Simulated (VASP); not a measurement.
# BN (R3m) in VASP: a series of runs

One crystal, BN, is run at these levels: PBE, vdW-DF-cx; tasks: single point, relaxation of cell and atoms.

Everything below comes from runs of VASP 6.6.1. Logs are shortened: lines on timing, memory, paths and dates and some standing lists are left out, and cuts for length are marked.

## Step 1: The crystal as given

It takes space group R3m (No. 160, trigonal). The conventional cell has a = 2.502 Å, b = 2.502 Å, c = 10.119 Å, α = 90.00°, β = 90.00°, γ = 120.00°. N (site symmetry 3m) is surrounded by 3 B at 1.44 Å. B (site symmetry 3m) has 3 N at 1.44 Å as nearest neighbours.

The cell is a database's computed one.

## Step 2: Single point, PBE

INCAR reads:

```
PREC     = Accurate       # precision mode
ENCUT    = 520            # plane-wave cutoff, eV
EDIFF    = 1E-6           # SCF threshold, eV
ISMEAR   = 0              # smearing method
SIGMA    = 0.013000000000000001 # smearing width, eV
LREAL    = F              # projectors in reciprocal space
LASPH    = T              # aspherical terms in the spheres
NELM     = 80             # most SCF steps
ALGO     = Normal         # electronic algorithm
ISIF     = 2              # what is computed and relaxed
LWAVE    = F              # write WAVECAR
LCHARG   = F              # write CHGCAR
GGA      = PE             # functional
```

KPOINTS reads:

```
Automatic mesh
0
Gamma
  12 12 12
```

POSCAR reads:

```
BN
1.0
    1.2511217832      0.7223354983      3.3729344033
   -1.2511217832      0.7223354983      3.3729344033
    0.0000000000     -1.4446709966      3.3729344033
N B
1 1
Direct
    0.6672382000      0.6672382000      0.6672382000
    0.0003288000      0.0003288000      0.0003288000
```

Potentials or basis: VASP PAW PBE potentials, release 64 (N, B).

Command:

```console
$ cat potpaw_PBE.64/N/POTCAR potpaw_PBE.64/B/POTCAR > POTCAR
$ mpirun -np 1 vasp_std > vasp.out
```

OUTCAR:

```text
PREC = Accurate
   ENCUT = 520
   EDIFF = 1E-6
   ISMEAR = 0
   LREAL = F
   LASPH = T
   NELM = 80
   ISIF = 2
   GGA = PE

 ion  position               nearest neighbor table
   1  0.667  0.667  0.667-   2 1.44   2 1.44   2 1.44
   2  0.000  0.000  0.000-   1 1.44   1 1.44   1 1.44

  LATTYP: Found a trigonal (rhomboedric) cell.
 ALAT       =     3.6692997666
 COS(alpha) =     0.7674786797

  Lattice vectors:

 A1 = (   1.2511217832,   0.7223354983,   3.3729344033)
 A2 = (  -1.2511217832,   0.7223354983,   3.3729344033)
 A3 = (   0.0000000000,  -1.4446709966,   3.3729344033)

Analysis of symmetry for initial positions (statically):
=====================================================================
 Subroutine PRICEL returns:
 Original cell was already a primitive cell.

 Routine SETGRP: Setting up the symmetry group for a
 trigonal (rhombohedral) supercell.

 Subroutine GETGRP returns: Found  6 space group operations
 (whereof  6 operations were pure point group operations)
 out of a pool of 12 trial point group operations.

The static configuration has the point symmetry C_3v.

Analysis of symmetry for dynamics (positions and initial velocities):
=====================================================================
 Subroutine PRICEL returns:
 Original cell was already a primitive cell.

 Routine SETGRP: Setting up the symmetry group for a
 trigonal (rhombohedral) supercell.

 Subroutine GETGRP returns: Found  6 space group operations
 (whereof  6 operations were pure point group operations)
 out of a pool of 12 trial point group operations.

The dynamic configuration has the point symmetry C_3v.

 Subroutine INISYM returns: Found  6 space group operations
 (whereof  6 operations are pure point group operations),
 and found     1 'primitive' translations

----------------------------------------------------------------------------------------

                                     Primitive cell

  volume of cell :      18.2893

  direct lattice vectors                    reciprocal lattice vectors
     1.251121783  0.722335498  3.372934403     0.399641351  0.230733042  0.098825916
    -1.251121783  0.722335498  3.372934403    -0.399641351  0.230733042  0.098825916
     0.000000000 -1.444670997  3.372934403     0.000000000 -0.461466083  0.098825916

  length of vectors
     3.669299767  3.669299767  3.669299767     0.471929558  0.471929558  0.471929558

[... 83 lines left out ...]
   NSW    =      0    number of steps for IOM
   IBRION =     -1    ionic relax: 0-MD 1-quasi-New 2-CG
   NFREE  =      0    steps in history (QN), initial steepest desc. (CG)
   ISIF   =      2    stress and relaxation
   ISYM   =      2    0-nonsym 1-usesym 2-fastsym
   POTIM  = 0.5000    time-step for ionic-motion
   TEBEG  =    0.0;   TEEND  =   0.0 temperature during run
   PSTRESS=    0.0 pullay stress
   NELECT =       8.0000    total number of electrons
   NUPDOWN=      -1.0000    fix difference up-down
   EMIN   =  10.00;   EMAX   =-10.00  energy-range for DOS
   EFERMI =   0.00;   METHOD = LEGACY
   ISMEAR =     0;   SIGMA  =   0.01  broadening in eV -4-tet -1-fermi 0-gaus
   EFERMI_NEDOS =   21; number of points for ismear=-14 and -15
   IALGO  =     38    algorithm
   IMIX   =      4    mixing-type and parameters
     AMIX     =   0.40;   BMIX     =  1.00
     AMIX_MAG =   1.60;   BMIX_MAG =  1.00
  volume/ion in A,a.u.               =       9.14        61.71
  Fermi-wavevector in a.u.,A,eV,Ry     =   1.242717  2.348395 21.012099  1.544346
  Thomas-Fermi vector in A             =   2.377059
   LORBIT       =      0    0 simple, 1 ext, 2 COOP (PROOUT), +10 PAW based schemes
   GGA     = PE    functional components
   LHFCALC =     F    Hartree Fock is set to
   AEXX    =    0.0000 exact exchange contribution
   IVDW    =     0    specifies the selected vdW correction
   LEPSILON=     F    determine dielectric tensor
   LRPA    =     F    only Hartree local field effects (RPA)
 non-spin polarized calculation
 Gauss-broadening in eV      SIGMA  =   0.01
  energy-cutoff  :      520.00
  volume of cell :       18.29
 maximum number of plane-waves:       517
   NGX = 13   NGY = 13   NGZ = 13

 number of electron       8.0000000 magnetization

 Free energy of the ion-electron system (eV)
  ---------------------------------------------------
  ext. energy  EPLUGINS =         0.00000000
  ---------------------------------------------------
  free energy    TOTEN  =       -17.58097459 eV

  energy without entropy =      -17.58097459  energy(sigma->0) =      -17.58097459

 E-fermi :   2.2275     XC(G=0):  -9.9783

 val. band max:        2.1343021327   @ k =  -0.3333   0.3333   0.0000
 cond. band min:       6.4158093614   @ k =   0.5000   0.5000  -0.0000
 fundamental gap:      4.2815072287
 Fermi energy:         2.2274953819

 k-point     1 :       0.0000    0.0000    0.0000
  band No.  band energies     occupation
      1     -15.6428      2.00000
      2      -2.0453      2.00000
      3       0.8469      2.00000
      4       0.8469      2.00000
      5       7.3032      0.00000
      6      13.8148      0.00000
      7      13.8148      0.00000
      8      15.2774      0.00000
[... 243 lines left out ...]
 k-point    24 :      -0.4167    0.1667    0.0000
  band No.  band energies     occupation
      1     -12.1994      2.00000
      2      -6.4611      2.00000
      3      -3.2794      2.00000
      4       1.8140      2.00000
      5       7.3108      0.00000
      6      13.6639      0.00000
      7      15.7177      0.00000
      8      16.5480      0.00000

 [... further k-points ...]

------------------------ aborting loop because EDIFF is reached ----------------------------------------

  FORCE on cell =-STRESS in cart. coord.  units (eV):
  Direction    XX          YY          ZZ          XY          YZ          ZX
  --------------------------------------------------------------------------------------
  -------------------------------------------------------------------------------------
  Total        0.4941616      0.4941616      0.2543309      0.0000000     -0.0000000      0.0000000
  in kB       43.2894279     43.2894279     22.2798404      0.0000000     -0.0000000      0.0000000
  external PRESSURE =      36.2862321 kB  Pullay stress =       0.0000000 kB

 VOLUME and BASIS-vectors are now :
 -----------------------------------------------------------------------------
  energy-cutoff  :      520.00
  volume of cell :       18.29
      direct lattice vectors                 reciprocal lattice vectors
     1.251121783  0.722335498  3.372934403     0.399641351  0.230733042  0.098825916
    -1.251121783  0.722335498  3.372934403    -0.399641351  0.230733042  0.098825916
     0.000000000 -1.444670997  3.372934403     0.000000000 -0.461466083  0.098825916

 POSITION                                       TOTAL-FORCE (eV/Angst)
 -----------------------------------------------------------------------------------
      0.00000      0.00000      6.75165         0.000000      0.000000     -0.002986
      0.00000      0.00000      0.00333         0.000000      0.000000      0.002986
 -----------------------------------------------------------------------------------
    total drift:                               -0.000000      0.000000      0.000075

  FREE ENERGIE OF THE ION-ELECTRON SYSTEM (eV)
  ---------------------------------------------------
  free  energy   TOTEN  =       -17.5809745871 eV

  energy  without entropy=      -17.5809745871  energy(sigma->0) =      -17.58097459
```

stdout:

```text
POSCAR found type information on POSCAR N B
 POSCAR found :  2 types and       2 ions
 scaLAPACK will be used
 LDA part: xc-table for (Slater+PW92), standard interpolation
 POSCAR, INCAR and KPOINTS ok, starting setup
 FFT: planning ... GRIDC
 FFT: planning ... GRID_SOFT
 FFT: planning ... GRID
 WAVECAR not read
 entering main loop
```

It took 28 s on 1 thread of Intel Xeon Platinum 8375C at 2.90GHz (Ice Lake), shared host; peak memory 0.17 GiB.

What came out:

```
Free energy            : -17.5810 eV
Pressure               : 3.6 GPa
Band gap on the k mesh : 4.28 eV, indirect (least direct gap 4.70 eV)
```

Forces in eV/Å, atoms in the order of the input:
```
N    0.000  0.000 -0.003
B    0.000  0.000  0.003
```

Stress tensor (GPa, compression positive):
```
4.33 0.00 0.00
0.00 4.33 0.00
0.00 0.00 2.23
```

Levels at points of the mesh, in eV from the valence-band top:
```
           k point  band 1  band 2  band 3  band 4  band 5  band 6  band 7  band 8
(0.00, 0.00, 0.00)  -17.78   -4.18   -1.29   -1.29    5.17   11.68   11.68   13.14
(0.50, 0.00, 0.00)  -14.59   -8.93   -4.07   -0.60    5.29    9.92   13.09   15.02
(0.50, 0.50, 0.00)  -14.52   -8.80   -4.13   -1.17    4.28    9.91   14.26   17.56
(0.50, 0.50, 0.50)  -17.52   -6.13   -1.30   -1.30   10.11   11.61   11.61   12.24
```

A k mesh can miss the band edges. Expect the measured gap to be larger: semilocal functionals such as PBE lack the derivative discontinuity.

## Step 3: Relaxation of cell and atoms, vdW-DF-cx

INCAR reads:

```
PREC = Accurate ; ENCUT = 600
EDIFF = 1E-6 ; ISMEAR = -1
SIGMA = 0.05 ; LREAL = False
LASPH = True ; NELM = 100
ALGO = Fast ; ISIF = 3
LWAVE = False ; LCHARG = False
GGA = CX ; LUSE_VDW = True
AGGAC = 0.0 ; IBRION = 2
NSW = 60 ; EDIFFG = -0.01
```

KPOINTS is that of step 2.

POSCAR is that of step 2.

Potentials or basis: VASP PAW PBE potentials, release 64 (N, B).

Command:

```console
$ cat potpaw_PBE.64/N/POTCAR potpaw_PBE.64/B/POTCAR > POTCAR
$ mpirun -np 1 vasp_std > vasp.out
```

Run time: 10 min. Hardware: 1 thread of Intel Xeon Platinum 8375C at 2.90GHz (Ice Lake), shared host; peak memory 0.37 GiB.

It converged, with:

| Item | Value |
| --- | --- |
| Free energy | -15.6936 eV |
| Relaxed volume | 8.69 Å³/atom |
| Relaxed cell | a = 3.492 Å, b = 3.492 Å, c = 3.492 Å, α = 42.18°, β = 42.18°, γ = 42.18° |
| Space group after relaxing (to 0.05 Å) | R3m (No. 160) |
| Energy gained by relaxing | 4.4 meV/atom |
| Ionic steps | 14 |
| Pressure after relaxing | 0.0 GPa |
| Band gap on the k mesh | 4.07 eV, indirect (least direct gap 4.70 eV) |

Forces on the atoms (eV/Å):
```
N    0.000  0.000 -0.002
B    0.000  0.000  0.002
```

Stress tensor (GPa, compression positive):
```
 0.03  0.00  0.00
 0.00  0.03  0.00
 0.00  0.00 -0.06
```

The path:
| step | energy change (eV) | largest force (eV/Å) | pressure (GPa) | volume (Å³) |
| --- | --- | --- | --- | --- |
| 1 | 0.0000 | 0.0014 | 2.56 | 18.29 |
| 2 | 0.0052 | 0.0042 | -6.14 | 18.68 |
| 3 | -0.0025 | 0.0005 | -0.73 | 18.43 |
| 4 | -0.0033 | 0.0018 | -0.70 | 18.35 |
| 5 | -0.0053 | 0.0057 | -0.66 | 18.13 |
| 6 | -0.0081 | 0.0159 | -0.53 | 17.68 |
| 7 | -0.0059 | 0.0493 | 0.12 | 16.78 |
| 8 | -0.0087 | 0.0244 | -0.32 | 17.40 |
| 9 | -0.0072 | 0.0619 | 2.66 | 17.23 |
| 10 | -0.0088 | 0.0123 | 0.03 | 17.37 |
| 11 | -0.0088 | 0.0118 | 0.08 | 17.37 |
| 12 | -0.0088 | 0.0120 | 0.07 | 17.37 |
| 13 | -0.0087 | 0.0364 | -0.17 | 17.37 |
| 14 | -0.0088 | 0.0020 | 0.00 | 17.37 |

Final structure:
```
N B
1.0
     1.25652    0.72545    3.17619
    -1.25652    0.72545    3.17619
     0.00000   -1.45090    3.17619
N B
1 1
Direct
  0.66738 0.66738 0.66738
  0.00019 0.00019 0.00019
```

Levels at points of the mesh, in eV from the valence-band top:
```tsv
k point	band 1	band 2	band 3	band 4	band 5	band 6	band 7	band 8
(0.00, 0.00, 0.00)	-17.75	-3.76	-1.30	-1.30	5.38	11.62	11.62	13.12
(0.50, 0.00, 0.00)	-14.53	-8.92	-4.03	-0.49	5.33	9.93	13.16	15.49
(0.50, 0.50, 0.00)	-14.42	-8.72	-4.13	-1.31	4.07	9.74	14.51	18.34
(0.50, 0.50, 0.50)	-17.33	-6.42	-1.33	-1.33	10.64	11.51	11.51	12.38
```

Caveat: the PAW data sets were made with another functional, which shifts forces and pressure a little.
